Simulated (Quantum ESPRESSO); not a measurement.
# ZrC: Hubbard U by linear response with LDA+U

ZrC:

```xyz
2
Lattice="0.0000 2.5455 2.5455 2.5455 0.0000 2.5455 2.5455 2.5455 0.0000" Properties=species:S:1:pos:R:3 pbc="T T T"
Zr    2.5455    2.5455    2.5455
C     3.8183    3.8183    3.8183
```

The cell was built by a generator and needn't be a form met in nature.

```
Program                     : Quantum ESPRESSO 7.5
Task                        : Hubbard U by linear response
Functional                  : LDA
Potentials or basis         : PseudoDojo 0.4.1 SR LDA standard
Cutoff                      : 1116 eV
Density cutoff              : 4463 eV
k mesh                      : 6 × 6 × 6
Occupations                 : cold, width 0.2 eV
Spin                        : no spin polarisation
Hubbard terms               : Zr d U = 4.0 eV
Start of the occupations    : default
Hubbard projectors          : ortho-atomic
Form of the LDA correlation : PW92
Mixing beta                 : 0.3
Most SCF iterations         : 120
SCF threshold               : 4e-10 Ry
q mesh                      : 2 × 2 × 2
```

* Pressure: -1.9 GPa
* Band gap on the k mesh: 0.53 eV, direct
* Hubbard U from linear response: 2.23 eV

Levels at points of the mesh, in eV from the valence-band top:
| k point | band 5 | band 6 | band 7 | band 8 | band 9 | band 10 | band 11 | band 12 |
| --- | --- | --- | --- | --- | --- | --- | --- | --- |
| (0.00, 0.00, 0.00) | -9.85 | -2.15 | -2.15 | -2.15 | 3.10 | 3.80 | 3.80 | 8.37 |
| (0.00, 0.00, -0.50) | -8.36 | -2.54 | -1.47 | -1.47 | 3.70 | 4.36 | 4.36 | 6.52 |
| (0.00, -0.50, -0.50) | -7.91 | -3.34 | -0.01 | -0.01 | 0.61 | 4.90 | 5.15 | 5.20 |

Eigenvalues of the final occupation matrices:
```tsv
site	spin	trace	eigenvalues
Zr 1 4d	each	1.27	0.16 0.16 0.32 0.32 0.32
```

Hubbard U from linear response:
| site | manifold | U (eV) |
| --- | --- | --- |
| 1 | Zr-4d | 2.23 |
On the first site the bare response is -0.570 and the screened one -0.250 eV⁻¹.

Wall time 3.1 min on 1 thread of Intel(R) Xeon(R) Platinum 8259CL CPU @ 2.50GHz (Skylake/Cascade Lake), with other jobs on the host, peak memory 0.06 GiB.

Caveat: this smearing can shift energies of a crystal with a gap; the U is typed as a test and isn't derived for this compound. A k mesh can miss the band edges.
